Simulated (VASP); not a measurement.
Output of a VASP run:

**OSZICAR**
```
       N       E                     dE             d eps       ncg     rms          rms(c)
DAV:   1     0.725870672488E+02    0.72587E+02   -0.45376E+03  1512   0.721E+02
DAV:   2    -0.784839013937E+00   -0.73372E+02   -0.69731E+02  2244   0.141E+02
DAV:   3    -0.617228087550E+01   -0.53874E+01   -0.53740E+01  1920   0.438E+01
DAV:   4    -0.624247770042E+01   -0.70197E-01   -0.70183E-01  1836   0.642E+00
DAV:   5    -0.624332163274E+01   -0.84393E-03   -0.84391E-03  1932   0.682E-01    0.151E+00
DAV:   6    -0.611339462679E+01    0.12993E+00   -0.16894E-01  1636   0.185E+00    0.111E+00
DAV:   7    -0.607925539208E+01    0.34139E-01   -0.11305E-01  1700   0.153E+00    0.496E-01
DAV:   8    -0.607819121571E+01    0.10642E-02   -0.69080E-03  1848   0.489E-01    0.738E-02
DAV:   9    -0.607815620469E+01    0.35011E-04   -0.71919E-04  1796   0.154E-01    0.753E-02
DAV:  10    -0.607818012824E+01   -0.23924E-04   -0.58420E-05  1804   0.490E-02    0.101E-02
DAV:  11    -0.607817679330E+01    0.33349E-05   -0.22849E-05  1788   0.225E-02    0.269E-03
DAV:  12    -0.607817686766E+01   -0.74361E-07   -0.14883E-06  1352   0.787E-03
   1 F= -.60781769E+01 E0= -.60781769E+01  d E =-.209937E-10
```

File OUTCAR:
```
------------------------ aborting loop because EDIFF is reached ----------------------------------------
  FORCE on cell =-STRESS in cart. coord.  units (eV):
  Direction    XX          YY          ZZ          XY          YZ          ZX
  --------------------------------------------------------------------------------------
  Total       -1.1880603     -1.1878889     -1.1881458      0.0021431      0.0002912      0.0001719
  in kB      -18.7471599    -18.7444549    -18.7485090      0.0338169      0.0045943      0.0027133
  external PRESSURE =     -18.7467079 kB  Pullay stress =       0.0000000 kB
  volume of cell :      101.53
      direct lattice vectors                 reciprocal lattice vectors
     4.665210000  0.000000000  0.000000000     0.214352623  0.000000000  0.000000000
     0.000000000  4.665210000  0.000000000     0.000000000  0.214352623  0.000000000
     0.000000000  0.000000000  4.665210000     0.000000000  0.000000000  0.214352623
 POSITION                                       TOTAL-FORCE (eV/Angst)
 -----------------------------------------------------------------------------------
      4.65510      4.64807      4.66382         0.006369      0.010778      0.000883
      2.34272      2.34974      2.33400        -0.006369     -0.010778     -0.000883
 -----------------------------------------------------------------------------------
    total drift:                                0.000091      0.000070      0.000013
  FREE ENERGIE OF THE ION-ELECTRON SYSTEM (eV)
  ---------------------------------------------------
  free  energy   TOTEN  =        -6.0781768677 eV

  energy  without entropy=       -6.0781768676  energy(sigma->0) =       -6.07817687
```
(Selected blocks of OUTCAR.)

### POSCAR
```
CsI
1
    4.6652100000     0.0000000000     0.0000000000
    0.0000000000     4.6652100000     0.0000000000
    0.0000000000     0.0000000000     4.6652100000
Cs I
1 1
Direct
 -0.0021680000  -0.0036730000  -0.0002980000
  0.5021680000   0.5036730000   0.5002980000
```

Problem. Write an INCAR and KPOINTS that could have produced this output.

Solution. This is not unique; one that fits is the input of the run itself, LDA (Ceperley-Alder, Perdew-Zunger), plane waves, VASP's LDA PAW potentials (set 64).

**KPOINTS**
```
Automatic mesh
0
Gamma
5 5 5
0 0 0
```

**INCAR**
```
SYSTEM = CsI
PREC = Accurate; ENCUT = 300; LREAL = .FALSE.
LASPH = .TRUE.
EDIFF = 1E-6; NELM = 100; ALGO = Normal
LMAXMIX = 4
ISMEAR = -1; SIGMA = 0.05
ISIF = 2
LWAVE = .FALSE.; LCHARG = .FALSE.
```

POTCAR, in this order: Cs_sv I (LDA.64 set). Program: vasp_std.

At this cut-off the stress carries a Pulay error, which pulls relaxed volumes low.

The structure comes from a computed database's CsI entry; how it stands against other phases isn't given here. The cell was not relaxed at this level, atoms are displaced from their ideal sites. The run is one of a series of settings (GGA removed, POTCAR Cs_sv I (LDA.64 set) against the base run), some of them coarse on purpose.
